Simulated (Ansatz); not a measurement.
# Ti: alloying with Si

Aim: let Si take some of the Ti sites of Ti in small ordered cells, and find the energy of mixing, the volume and the gap against composition.

Program: Ansatz 0.2.0. Level of theory: DFT PBEsol, scalar-relativistic, plane waves, PAW. These are calculated values, not measurements.

3 further runs of the same task are left out: 3 set aside as unsound or not needed.

### 1 The starting structure

The structure is hexagonal, space group P6/mmm (No. 191). Conventional cell: a = 4.515 Å, b = 4.515 Å, c = 2.799 Å, α = 90.00°, β = 90.00°, γ = 120.00°. Around Ti (site symmetry 6/mmm) lie 14 Ti at 2.80 to 2.96 Å. Ti (site symmetry -6m2) has 11 Ti at 2.61 to 2.96 Å as nearest neighbours.

As a file:

```cif
data_structure
_symmetry_space_group_name_H-M 'P 1'
_symmetry_Int_Tables_number 1
_cell_length_a 4.5153
_cell_length_b 4.5153
_cell_length_c 2.7988
_cell_angle_alpha 90.000
_cell_angle_beta 90.000
_cell_angle_gamma 120.000
_cell_volume 49.42
loop_
_atom_site_label
_atom_site_type_symbol
_atom_site_fract_x
_atom_site_fract_y
_atom_site_fract_z
_atom_site_occupancy
Ti1 Ti 0.00000 0.00000 0.00000 1
Ti2 Ti 0.33333 0.66667 0.50000 1
Ti3 Ti 0.66667 0.33333 0.50000 1
```

It goes back to an entry of the Materials Project, which need not be the stable form.

This cell was relaxed beforehand with the same method: volume 16.47 Å³/atom, gap on the mesh none (metal).

The other end member, Si, was computed beforehand with the same settings: E(σ→0) = -1863.3455 eV for 3 atoms, gap none (metal).

### 2 A common cell for all compositions

The supercell (0 -1 0; -1 0 0; 0 0 -2, in the relaxed cell's vectors) has 6 atoms and 6 Ti sites. Mesh and smearing are the same for all, so that energies can be compared.

### 3 End member Ti in the supercell

Contents of input.yaml:

```yaml
crystal:
  lattice:
    - [2.2576450261, -3.9103558907, 0.0]
    - [-4.5152900523, 0.0, 0.0]
    - [0.0, 0.0, -5.5975872971]
  atoms:
    - { symbol: Ti, position: [0.0, 1.0, 0.5] }
    - { symbol: Ti, position: [0.0, 1.0, 0.0] }
    - { symbol: Ti, position: [0.3333333333, 0.6666666667, 0.25] }
    - { symbol: Ti, position: [0.3333333333, 0.6666666667, 0.75] }
    - { symbol: Ti, position: [0.6666666667, 0.3333333333, 0.25] }
    - { symbol: Ti, position: [0.6666666667, 0.3333333333, 0.75] }
basis:
  ecutwfc: 420
kpoints:
  mp_grid: { grid: [12, 12, 8] }
hamiltonian:
  xc: pbesol
scf:
  occupations: { method: gaussian, width: 0.1 }
output:
  forces: true
  stress: true
  eigenvalues: true
relax:
  adjacent_minimum: "off"
  f_tol: 0.015
  max_steps: 60
  cell: { stress_tol: 0.15 }
```

Launch:

```sh
ansatz run input.yaml --threads 1 --pin off --max-ram 2560MiB --backend cpu --events-out ev --progress --plain --runs-dir out
```

The session goes on with these runs: end member Si in the supercell; 3 of 6 sites taken by Si (atoms 1 3 4); 5 of 6 sites taken by Si (atoms 1 2 3 4 6); 4 of 6 sites taken by Si (atoms 1 2 5 6); x = 0.167: Si on atoms 6; x = 0.500: Si on atoms 2 3 6; x = 0.833: Si on atoms 2 3 4 5 6.

What does the calculation give? Wanted: x = 0.167, atoms 6; x = 0.500, atoms 2 3 6; x = 0.500, atoms 1 3 4; x = 0.667, atoms 1 2 5 6; x = 0.833, atoms 2 3 4 5 6; x = 0.833, atoms 1 2 3 4 6.

The runs gave:

| quantity | value |
| --- | --- |
| x = 0.167, atoms 6 | ΔH_mix -266.4 meV/site, excess volume -2.65 % |
| x = 0.500, atoms 2 3 6 | ΔH_mix -629.0 meV/site, excess volume -4.91 % |
| x = 0.500, atoms 1 3 4 | ΔH_mix -423.4 meV/site, excess volume -5.01 % |
| x = 0.667, atoms 1 2 5 6 | ΔH_mix -262.4 meV/site, excess volume -3.93 % |
| x = 0.833, atoms 2 3 4 5 6 | ΔH_mix -322.7 meV/site, excess volume -4.13 % |
| x = 0.833, atoms 1 2 3 4 6 | ΔH_mix -125.9 meV/site, excess volume -1.28 % |

Mixing gains energy in all cells computed: -629.0 to -125.9 meV/site. A negative mixing energy points to ordering, not to a random alloy, at low temperature. The end members differ by 12.7 % in volume, and the mixed cells depart from Vegard's rule by up to -5.0 %. At x = 0.50 the order matters: Si on atoms 2 3 6 lies 205.6 meV/site below Si on atoms 1 3 4. These are small ordered cells relaxed within their own symmetry, not random alloys.
